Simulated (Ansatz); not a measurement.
# Hf (P6_3/mmc) in Ansatz: a series of runs

Runs on Hf. Level: B3LYP5. Tasks: single point, equation of state.

Program: Ansatz 0.2.0. These are calculated values, not measurements. Logs are shortened: lines on timing, memory, paths and dates and some standing lists are left out, and cuts for length are marked.

### 1 Starting point

The structure is hexagonal, space group P6_3/mmc (No. 194). The conventional cell has a = 3.197 Å, b = 3.197 Å, c = 5.058 Å, α = 90.00°, β = 90.00°, γ = 120.00°. Around Hf (site symmetry -6m2) lie 12 Hf at 3.13 to 3.20 Å.

### 2 Single point, B3LYP5, 21.04 Å³/atom (volume scaled by 0.94)

Contents of input.yaml:

```yaml
crystal:
  lattice:
    - [3.1314429137, 0.0, 0.0]
    - [-1.5657214569, 2.7119091138, 0.0]
    - [0.0, 0.0, 4.9545506207]
  atoms:
    - { symbol: Hf, position: [0.6666666667, 0.3333333333, 0.75] }
    - { symbol: Hf, position: [0.3333333333, 0.6666666667, 0.25] }
hamiltonian:
  xc: b3lyp5
  pseudopotentials: { kind: paw }
kpoints:
  mp_grid: { grid: [5, 5, 3] }
scf:
  occupations: { method: fermi_dirac, width: 0.05 }
output:
  forces: true
  stress: true
  eigenvalues: true
```

Potentials or basis: Ansatz PAW.

The run is started by

```bash
ansatz run input.yaml --threads 2 --pin off --max-ram 5632MiB --backend cpu --events-out ev --progress --plain --runs-dir out
```

The log of the run:

```text
Warning: output.stress: scf.convergence.dr2_threshold = 1e-7 eV (the SCF's general default) is looser than the 2e-10 eV advised for a printed stress (1e-10 eV for each atom of the cell: 2). What an SCF threshold leaves in a stress goes as its square root, and in the free energy as the threshold itself, and one threshold admits the most on a small cell: of the crystals measured, under no hybrid functional and no lock of the moments, on runs that ended without the residual-converged pass, on stresses that held no estimate of that error, the worst erred by over 100 MPa in a component at 1e-7 eV an atom and by under 5 at 1e-10. Set scf.convergence.dr2_threshold to 2e-10 eV or tighter. The threshold is an SCF's pass mark: one that does not reach it within its budget of iterations ends unconverged, or closes short of it on a stop that the run arms, and scf.convergence.dr2_threshold's page says what that costs each kind of run
Warning: output.stress: scf.exx.energy_threshold = 1e-6 eV is looser than the 2e-8 eV advised for a stress under a hybrid functional (1e-8 eV for each atom of the cell: 2). Every SCF of the exchange loop can meet its threshold on dr2 while the loop round them stops early: no threshold on dr2 bounds what that leaves in the stress. Set scf.exx.energy_threshold to 2e-8 eV or tighter. The threshold is the loop's pass mark: a loop that does not reach it within its budget of cycles ends unconverged, and scf.exx.energy_threshold's page has the law
Warning: RAYON_NUM_THREADS=2 ignored (pool sized by the plan → 2); use --threads N
Engine: ansatz 0.2.0, aarch64-unknown-linux-gnu
Pseudopotentials: kind: paw
Pseudopotential: Hf, paw, valence charge 26, recommended cutoff 420 eV (normal), Hf.paw.azcp
Functional definition: B3LYP5
  parameter a0 = 0.2
  parameter ax = 0.72
  parameter ac = 0.81
  exchange = (1 - a0 - ax)*slater_x + ax*b88_x + a0*exact_x
  correlation = (1 - ac)*vwn5_c + ac*lyp_c
Crystal: 2 atoms, lattice volume = 42.075 Å³
Basis set: ecut = 420 eV, 833 PW (Γ), exchange–correlation on 48×48×72 points (8 copies of the dense FFT grid, shifted against one another)
Bands: 32, of which v1, the nominal top of the filled ones, is band 26 counted from 1 (25 counted from 0)
Symmetry: 24 space group operations
Space group: P63/mmc (ITA 194), of the structure as read, at distance tolerance 3.5e-5 Å
k-points: 10 of 75
Non-local potential: Hf, projectors of the file, l = 0: 3, l = 1: 2, l = 2: 2, l = 3: 3
PAW form: soft (Blöchl's): semilocal exchange-correlation on the pseudo side does not see the compensation charge
PAW frozen core: Hf, regenerated for the run's functional, and the local potential with it (the file was generated under x = pbe(κ = 0.804, μ = 0.2195149727645171), c = pbe(β = 0.06672455060314922))
PAW one-centre angular grid: Hf, 590 points (default); XC on 64 Gauss nodes
Initial density: superposition of atomic densities (neutral atoms: chi_scale 0, normalization atom), corrected by the library's trained network
Initial wavefunctions: pseudopotential atomic-orbital guess
Functional: x = 0.1 slater + 0.9 b88, c = 0.19 vwn5 + 0.81 lyp, warm-up for x = 0.08 slater + 0.72 b88 + 0.2 exact, c = 0.19 vwn5 + 0.81 lyp
SCF iter   1: F=—  HF=-31453.805550 eV  |F-HF|=—  |Δ(HF+E_count)|=         —  Δρ=5.43e-3  dr2=8.18e-3  ethr=1.77e-3  ⟨swp⟩=5.8  Hψ=1142  notcnv=0
preconditioner: auto → none  [insulator: Δε(μ)=0.236 eV  Ē_g=17.628 eV  σ=0.050 eV  W_gap=0.72  n_scr=22 (ndim 8)  ℏωp=39.7 eV  f_vac=0.000  D(μ)=2.47/eV (n_scr^D=22)]
SCF iter   2: F=—  HF=-31453.806161 eV  |F-HF|=—  |Δ(HF+E_count)|=   6.11e-4  Δρ=2.71e-3  dr2=1.49e-3  ethr=1.57e-5  ⟨swp⟩=3.2  Hψ=758  notcnv=0
iter 3 solved again at ethr=1.77e-7 eV; its pass at ethr=2.87e-6 eV (dr2=9.20e-5 eV) is discarded
SCF iter   3: F=—  HF=-31453.807031 eV  |F-HF|=—  |Δ(HF+E_count)|=   8.70e-4  Δρ=5.75e-4  dr2=8.66e-5  ethr=1.77e-7  ⟨swp⟩=2.8  Hψ=1417  notcnv=0
SCF iter   4: F=—  HF=-31453.806882 eV  |F-HF|=—  |Δ(HF+E_count)|=   1.49e-4  Δρ=2.79e-4  dr2=1.29e-5  ethr=1.66e-7  ⟨swp⟩=4.0  Hψ=1002  notcnv=0
SCF iter   5: F=—  HF=-31453.806902 eV  |F-HF|=—  |Δ(HF+E_count)|=   1.99e-5  Δρ=3.60e-5  dr2=5.44e-7  ethr=2.48e-8  ⟨swp⟩=3.8  Hψ=700  notcnv=0
SCF iter   6: F=—  HF=-31453.806902 eV  |F-HF|=—  |Δ(HF+E_count)|=   1.45e-7  Δρ=1.08e-5  dr2=2.89e-8  ethr=1.05e-9  ⟨swp⟩=3.5  Hψ=787  notcnv=0
SCF iter   7: F=—  HF=-31453.806902 eV  |F-HF|=—  |Δ(HF+E_count)|=   3.40e-8  Δρ=2.69e-6  dr2=2.82e-9  ethr=5.55e-11  ⟨swp⟩=4.0  Hψ=876  notcnv=0
SCF iter   8: F=-31453.806902 eV  HF=-31453.806902 eV  |F-HF|=1.60e-10  |Δ(HF+E_count)|=   2.54e-9  Δρ=5.12e-7  dr2=1.08e-10  ethr=5.42e-12  ⟨swp⟩=3.5  Hψ=763  notcnv=0
SCF 1 converged in 8 iterations: F = -31453.806902 eV  dr2 = 1.08e-10
Initial density: handed on by an earlier stage of this run
Initial wavefunctions: those handed on with the density
Functional: x = 0.08 slater + 0.72 b88 + 0.2 exact, c = 0.19 vwn5 + 0.81 lyp
Frozen-core exchange: fock
iter 1 solved again at ethr=1.39e-5 eV; its pass at ethr=1.00e-1 eV (dr2=7.22e-3 eV) is discarded
[... 1 line left out ...]
preconditioner: auto → none  [insulator: Δε(μ)=0.387 eV  Ē_g=21.056 eV  σ=0.050 eV  W_gap=0.67  n_scr=22 (ndim 8)  ℏωp=39.7 eV  f_vac=0.000  D(μ)=2.31/eV (n_scr^D=22)]
[... 5 lines left out ...]
SCF 2 converged in 6 iterations: F = -31450.587201 eV  dr2 = 5.09e-8
hybrid outer 1: dexx = +1.773e-2 eV, tail = 3.28e-2 eV
Frozen-core exchange: fock
[... 1 line left out ...]
preconditioner: auto → none  [insulator: Δε(μ)=0.344 eV  Ē_g=20.767 eV  σ=0.050 eV  W_gap=0.55  n_scr=22 (ndim 8)  ℏωp=39.7 eV  f_vac=0.000  D(μ)=1.90/eV (n_scr^D=22)]
[... 2 lines left out ...]
SCF 3 stopped early in 3 iterations: F = -31450.614641 eV  dr2 = 2.01e-4
hybrid outer 2: dexx = +6.059e-3 eV, tail = 7.99e-3 eV, Δε = 1.09e-1 eV (about 2.12e-2 eV left of the loop's levels)
Frozen-core exchange: fock
[... 1 line left out ...]
preconditioner: auto → Kerker (q_TF=auto, 2.826 Å⁻¹)  [metal: Δε(μ)=0.256 eV  Ē_g=20.759 eV  σ=0.050 eV  W_gap=0.50  n_scr=22 (ndim 8)  ℏωp=39.7 eV  f_vac=0.000  D(μ)=1.62/eV (n_scr^D=10)]
[... 1 line left out ...]
SCF iter   3: F=—  HF=-31450.614937 eV  |F-HF|=—  |Δ(HF+E_count)|=   9.48e-8  Δρ=2.48e-5  dr2=8.64e-6  ethr=2.13e-9  ⟨swp⟩=3.7  Hψ=749  notcnv=0
SCF iter   4: F=—  HF=-31450.615099 eV  |F-HF|=—  |Δ(HF+E_count)|=   1.61e-4  Δρ=3.40e-5  dr2=6.83e-7  ethr=4.42e-10  ⟨swp⟩=4.6  Hψ=998  notcnv=0
SCF iter   5: F=—  HF=-31450.615099 eV  |F-HF|=—  |Δ(HF+E_count)|=   7.26e-8  Δρ=2.00e-5  dr2=3.81e-7  ethr=4.42e-10  ⟨swp⟩=3.0  Hψ=615  notcnv=0
SCF iter   6: F=—  HF=-31450.615099 eV  |F-HF|=—  |Δ(HF+E_count)|=   3.17e-8  Δρ=3.84e-6  dr2=2.76e-7  ethr=1.92e-10  ⟨swp⟩=3.0  Hψ=618  notcnv=0
SCF iter   7: F=—  HF=-31450.615100 eV  |F-HF|=—  |Δ(HF+E_count)|=   1.19e-6  Δρ=8.79e-6  dr2=6.11e-8  ethr=6.05e-12  ⟨swp⟩=5.0  Hψ=1126  notcnv=0
SCF iter   8: F=—  HF=-31450.615100 eV  |F-HF|=—  |Δ(HF+E_count)|=   8.85e-9  Δρ=9.80e-7  dr2=2.79e-8  ethr=6.05e-12  ⟨swp⟩=4.0  Hψ=712  notcnv=0
Mixer restart at iter 8: flushing history
SCF iter   9: F=-31450.615100 eV  HF=-31450.615100 eV  |F-HF|=1.44e-9  |Δ(HF+E_count)|=   9.74e-8  Δρ=3.02e-6  dr2=7.46e-9  ethr=1.00e-12  ⟨swp⟩=4.9  Hψ=936  notcnv=0
SCF 4 converged in 9 iterations: F = -31450.615100 eV  dr2 = 7.46e-9
  Residual-converged pass: ⟨swp⟩=2.3  Hψ=509  notcnv=0  max |occ|·‖R‖ = 1.9e-6 eV (tolerance 2.4e-6 eV)  dr2=7.46e-9  dr2_onsite=7.02e-11  max |Δocc| = 7.3e-15
hybrid outer 3: dexx = +1.629e-5 eV, tail = 6.05e-5 eV, Δε = 2.70e-2 eV (about 1.85e-3 eV left of the loop's levels)
Frozen-core exchange: fock
SCF iter   1: F=—  HF=-31450.615100 eV  |F-HF|=—  |Δ(HF+E_count)|=         —  Δρ=4.09e-6  dr2=7.25e-9  ethr=3.08e-9  ⟨swp⟩=4.2  Hψ=674  notcnv=0
preconditioner: auto → Kerker (q_TF=auto, 2.826 Å⁻¹)  [metal: Δε(μ)=0.252 eV  Ē_g=20.761 eV  σ=0.050 eV  W_gap=0.49  n_scr=22 (ndim 8)  ℏωp=39.7 eV  f_vac=0.000  D(μ)=1.62/eV (n_scr^D=10)]
SCF iter   2: F=-31450.615100 eV  HF=-31450.615100 eV  |F-HF|=1.93e-9  |Δ(HF+E_count)|=   1.59e-9  Δρ=3.24e-6  dr2=4.67e-9  ethr=1.32e-11  ⟨swp⟩=4.0  Hψ=692  notcnv=0
SCF 5 converged in 2 iterations: F = -31450.615100 eV  dr2 = 4.67e-9
  Residual-converged pass: ⟨swp⟩=3.1  Hψ=639  notcnv=0  max |occ|·‖R‖ = 2.4e-6 eV (tolerance 2.4e-6 eV)  dr2=4.69e-9  dr2_onsite=9.40e-11  max |Δocc| = 1.2e-13
hybrid outer 4: dexx = +2.188e-9 eV, tail = 9.60e-9 eV, Δε = 9.34e-5 eV (about 8.84e-5 eV left of the loop's levels), ΔF = 3.70e-17 eV/Å (tail 8.68e-4)
hybrid SCF converged: 4 outer / 20 inner (+8 warm-up), last move |dexx| = 2.19e-9 eV, tail = 9.60e-9 eV
Stability not checked: this state was not tested for a lower state beside it, because the functional holds exact exchange (a hybrid, or Hartree-Fock), whose exchange loop this test does not read (fock_operator; see scf.lower_state_search)
Free energy (F): -31450.615100 eV
Frozen-core exchange: fock
Harris-Foulkes:  -31450.615100 eV  (|F-HF|=1.93e-9)
Internal energy: -31450.603655 eV  (E = F + TS)
E sigma→0 (E₀):  -31450.609377 eV
Entropy (-TS):   -0.011444 eV (-5.722 meV/atom)
Fermi energy:    21.629034 eV
--- Per-component energies (eV) ---
  E_band       = 36.890666
  E_kinetic    = 848.329435
  E_local      = -9803.495100  (includes V_loc(G=0)·N_el)
  E_nonlocal   = -2510.938343
  E_hartree    = 4641.481853
  E_xc         = -485.546733
  E_vxc        = -427.792421  (∫ρ·V_xc dr)
  E_exx        = -200.551859  (= α·E_x^exact, valence–valence)
  E_paw        = -13759.577884  (= ΣΔE_a)
  E_vpaw       = 3048.925254  (= ΣTr[D̂ρ^β])
  E_aug_tail   = -0.000003  (compensation charges beyond the density's cutoff)
  E_ewald      = -10182.586441
  E_core_change = 2.281420  (= ΣΔE_core)
  E_smearing   = -0.011444  (= −TS)
  E_closure    = -0.000002  (closes the sum)
  Σ components = -31450.615100   (vs F -31450.615100, Δ=-3.64e-12)
--- Forces (eV/Å), atoms counted from 1 ---
  atom   1  Hf    -0.00000000     0.00000000     0.00000000
  atom   2  Hf     0.00000000    -0.00000000     0.00000000
  max |Σ_I F_I| component: 3.70e-17 eV/Å
--- Stress (GPa, compression-positive) ---
       12.526755       0.000000       0.000000
        0.000000      12.526755       0.000000
        0.000000       0.000000       6.937347
  P = ⅓ Tr σ = 10.6636 GPa (106.636 kbar)
--- Band table (eV; the first three rows and the last of 10) ---
  k-point 0: bands = ["-43.3737", "-43.2657", "-11.6416", "-10.5989", "-10.5989", "-10.4611", "-10.4293", "-10.4293", "6.7228", "6.7731", "6.7731", "6.7822", "6.7822", "6.7861", "6.7883", "6.7960", "6.7960", "6.7971", "6.8172", "6.8172", "6.8888", "6.8932", "12.9491", "17.0392", "22.7218", "23.3247", "23.3247", "23.8292", "24.4373", "24.4373", "25.2011", "25.2011"]
  k-point 1: bands = ["-43.3468", "-43.2928", "-11.3649", "-10.7775", "-10.5573", "-10.5573", "-10.4719", "-10.4719", "6.7309", "6.7572", "6.7572", "6.7582", "6.7700", "6.7700", "6.7970", "6.8058", "6.8134", "6.8134", "6.8299", "6.8299", "6.8899", "6.8921", "14.1028", "16.3705", "21.8811", "22.8972", "23.0898", "23.0898", "23.6775", "23.6775", "26.6101", "26.6101"]
  k-point 2: bands = ["-43.3458", "-43.2558", "-11.5045", "-10.8716", "-10.7100", "-10.6817", "-10.5228", "-10.4651", "6.7315", "6.7612", "6.7682", "6.7708", "6.7903", "6.7978", "6.8008", "6.8013", "6.8062", "6.8100", "6.8137", "6.8174", "6.8669", "6.8710", "14.2898", "18.1793", "20.7150", "21.0873", "23.3128", "24.1402", "24.2230", "24.6405", "25.1641", "25.6177"]
  k-point 9: bands = ["-43.2659", "-43.2549", "-11.4130", "-11.3272", "-11.0176", "-10.8488", "-10.7235", "-10.6321", "6.7534", "6.7582", "6.7668", "6.7735", "6.7811", "6.7863", "6.7949", "6.7970", "6.8100", "6.8156", "6.8231", "6.8259", "6.8597", "6.8604", "18.0272", "18.8755", "19.8524", "20.2878", "21.6288", "22.3522", "24.5606", "26.1561", "27.9836", "28.7488"]
```

Run time: 15 s. Hardware: 2 threads of Arm Neoverse V2, shared host; peak memory 0.68 GiB.

What came out:

```yaml
Free_energy: -31450.6151 eV
Pressure: 10.7 GPa
Band_gap_on_the_k_mesh: none (metal or under the smearing width)
```

Caveat: the k mesh is coarse (spacing up to 0.46 Å⁻¹), so the values aren't converged, least of all with exact exchange; the PAW data sets come from PBE, with cores solved anew for the run's functional, which leaves a small shift of forces and pressure; the thresholds are loose for stress.

### 3 Single point, B3LYP5, 21.49 Å³/atom (volume scaled by 0.96)

Edit input.yaml of step 2 so:

```diff
@@ -2,5 +2,5 @@
   lattice:
-    - [3.1314429137, 0.0, 0.0]
-    - [-1.5657214569, 2.7119091138, 0.0]
-    - [0.0, 0.0, 4.9545506207]
+    - [3.1534960552, 0.0, 0.0]
+    - [-1.5767480276, 2.7310076946, 0.0]
+    - [0.0, 0.0, 4.9894429718]
   atoms:
```

Potentials or basis: Ansatz PAW.

The run is started by

```bash
ansatz run input.yaml --threads 2 --pin off --max-ram 5632MiB --backend cpu --events-out ev --progress --plain --runs-dir out
```

Wall time 16 s (2 threads of Arm Neoverse V2, shared host); peak memory 0.68 GiB.

It converged, with:

| Item | Value |
| --- | --- |
| Free energy | -31450.6662 eV |
| Pressure | 7.7 GPa |
| Band gap on the k mesh | none (metal or under the smearing width) |

Caveat: the k mesh is coarse (spacing up to 0.46 Å⁻¹), so the values aren't converged, least of all with exact exchange; the PAW data sets come from PBE, with cores solved anew for the run's functional, which leaves a small shift of forces and pressure; the thresholds are loose for stress.

### 4 Single point, B3LYP5, 21.93 Å³/atom (volume scaled by 0.98)

Edit input.yaml of step 3 so:

```diff
@@ -2,5 +2,5 @@
   lattice:
-    - [3.1534960552, 0.0, 0.0]
-    - [-1.5767480276, 2.7310076946, 0.0]
-    - [0.0, 0.0, 4.9894429718]
+    - [3.1752449911, 0.0, 0.0]
+    - [-1.5876224956, 2.7498428256, 0.0]
+    - [0.0, 0.0, 5.0238540107]
   atoms:
```

The run is started by

```bash
ansatz run input.yaml --threads 2 --pin off --max-ram 5632MiB --backend cpu --events-out ev --progress --plain --runs-dir out
```

Wall time 15 s (2 threads of Arm Neoverse V2, shared host); peak memory 0.69 GiB.

Results (log left out):

```
Free energy            : -31450.7012 eV
Pressure               : 4.9 GPa
Band gap on the k mesh : none (metal or under the smearing width)
```

Caveat: the k mesh is coarse (spacing up to 0.46 Å⁻¹), so the values aren't converged, least of all with exact exchange; the PAW data sets come from PBE, with cores solved anew for the run's functional, which leaves a small shift of forces and pressure; the thresholds are loose for stress.

### 5 Single point, B3LYP5, 22.38 Å³/atom

Edit input.yaml of step 4 so:

```diff
@@ -2,5 +2,5 @@
   lattice:
-    - [3.1752449911, 0.0, 0.0]
-    - [-1.5876224956, 2.7498428256, 0.0]
-    - [0.0, 0.0, 5.0238540107]
+    - [3.1967, 0.0, 0.0]
+    - [-1.59835, 2.7684234083, 0.0]
+    - [0.0, 0.0, 5.0578]
   atoms:
```

The run is started by

```bash
ansatz run input.yaml --threads 2 --pin off --max-ram 5632MiB --backend cpu --events-out ev --progress --plain --runs-dir out
```

Wall time 19 s (2 threads of Arm Neoverse V2, shared host); peak memory 0.69 GiB.

Results (log left out):

```
Free energy            : -31450.7271 eV
Pressure               : 2.7 GPa
Band gap on the k mesh : none (metal or under the smearing width)
```

Caveat: the k mesh is coarse (spacing up to 0.45 Å⁻¹), so the values aren't converged, least of all with exact exchange; the PAW data sets come from PBE, with cores solved anew for the run's functional, which leaves a small shift of forces and pressure; the thresholds are loose for stress.

### 6 Single point, B3LYP5, 22.83 Å³/atom (volume scaled by 1.02)

Edit input.yaml of step 5 so:

```diff
@@ -2,5 +2,5 @@
   lattice:
-    - [3.1967, 0.0, 0.0]
-    - [-1.59835, 2.7684234083, 0.0]
-    - [0.0, 0.0, 5.0578]
+    - [3.2178708157, 0.0, 0.0]
+    - [-1.6089354078, 2.7867578725, 0.0]
+    - [0.0, 0.0, 5.0912963404]
   atoms:
@@ -19 +19,5 @@
   eigenvalues: true
+  write_density: true
+  write_potential: true
+  elf: true
+  volumetric_format: npy
```

Potentials or basis: Ansatz PAW.

The run is started by

```bash
ansatz run input.yaml --threads 2 --pin off --max-ram 5632MiB --backend cpu --events-out ev --progress --plain --runs-dir out
```

It took 18 s on 2 threads of Arm Neoverse V2, shared host; peak memory 0.7 GiB.

The run converged. Its results:

```
Free energy            : -31450.7355 eV
Pressure               : 0.4 GPa
Band gap on the k mesh : none (metal or under the smearing width)
```

Caveat: the k mesh is coarse (spacing up to 0.45 Å⁻¹), so the values aren't converged, least of all with exact exchange; the PAW data sets come from PBE, with cores solved anew for the run's functional, which leaves a small shift of forces and pressure; the thresholds are loose for stress.

### 7 Single point, B3LYP5, 23.28 Å³/atom (volume scaled by 1.04)

Edit input.yaml of step 6 so:

```diff
@@ -2,5 +2,5 @@
   lattice:
-    - [3.2178708157, 0.0, 0.0]
-    - [-1.6089354078, 2.7867578725, 0.0]
-    - [0.0, 0.0, 5.0912963404]
+    - [3.2387666662, 0.0, 0.0]
+    - [-1.6193833331, 2.8048542099, 0.0]
+    - [0.0, 0.0, 5.1243576326]
   atoms:
@@ -19,5 +19 @@
   eigenvalues: true
-  write_density: true
-  write_potential: true
-  elf: true
-  volumetric_format: npy
```

The run is started by

```bash
ansatz run input.yaml --threads 2 --pin off --max-ram 5632MiB --backend cpu --events-out ev --progress --plain --runs-dir out
```

Run time: 15 s. Hardware: 2 threads of Arm Neoverse V2, shared host; peak memory 0.68 GiB.

The run converged. Its results:

| Property | Result |
| --- | --- |
| Free energy | -31450.7237 eV |
| Pressure | -1.6 GPa |
| Band gap on the k mesh | none (metal or under the smearing width) |

Caveat: the k mesh is coarse (spacing up to 0.45 Å⁻¹), so the values aren't converged, least of all with exact exchange; the PAW data sets come from PBE, with cores solved anew for the run's functional, which leaves a small shift of forces and pressure; the thresholds are loose for stress.

### 8 Single point, B3LYP5, 23.72 Å³/atom (volume scaled by 1.06)

Edit input.yaml of step 7 so:

```diff
@@ -2,5 +2,5 @@
   lattice:
-    - [3.2387666662, 0.0, 0.0]
-    - [-1.6193833331, 2.8048542099, 0.0]
-    - [0.0, 0.0, 5.1243576326]
+    - [3.2593963094, 0.0, 0.0]
+    - [-1.6296981547, 2.822720005, 0.0]
+    - [0.0, 0.0, 5.1569977332]
   atoms:
@@ -19 +19,5 @@
   eigenvalues: true
+  write_density: true
+  write_potential: true
+  elf: true
+  volumetric_format: npy
```

The run is started by

```bash
ansatz run input.yaml --threads 2 --pin off --max-ram 5632MiB --backend cpu --events-out ev --progress --plain --runs-dir out
```

It took 15 s on 2 threads of Arm Neoverse V2, shared host; peak memory 0.69 GiB.

It converged, with:

* Free energy: -31450.7095 eV
* Pressure: -3.5 GPa
* Band gap on the k mesh: none (metal or under the smearing width)

Caveat: the k mesh is coarse (spacing up to 0.45 Å⁻¹), so the values aren't converged, least of all with exact exchange; the PAW data sets come from PBE, with cores solved anew for the run's functional, which leaves a small shift of forces and pressure; the thresholds are loose for stress.

### 9 Equation of state, B3LYP5

Potentials or basis: Ansatz PAW.

This step only gathers the single runs of the series.

Results:

* Equilibrium volume: 22.86 Å³/atom (rough: see the caveat)
* Bulk modulus at fixed shape and positions: 126 GPa (rough)

Energy against volume, from the lowest point:
| volume (Å³/atom) | energy (meV/atom) |
| --- | --- |
| 21.037 | 60.21 |
| 21.485 | 34.66 |
| 21.933 | 17.15 |
| 22.380 | 4.23 |
| 22.828 | 0.00 |
| 23.276 | 5.90 |
| 23.723 | 12.99 |

Caveat: the k mesh is coarse (spacing up to 0.45 Å⁻¹), so the values aren't converged, least of all with exact exchange; the potentials were made for another functional, which shifts forces and pressure; the fit is doubtful: noisy points or a state that changes with volume; the cell was scaled at fixed shape and fractional positions, which overstates the stiffness of a crystal with free parameters, most of all of layers and chains. Spin-orbit coupling is left out, which matters for the levels of Hf.
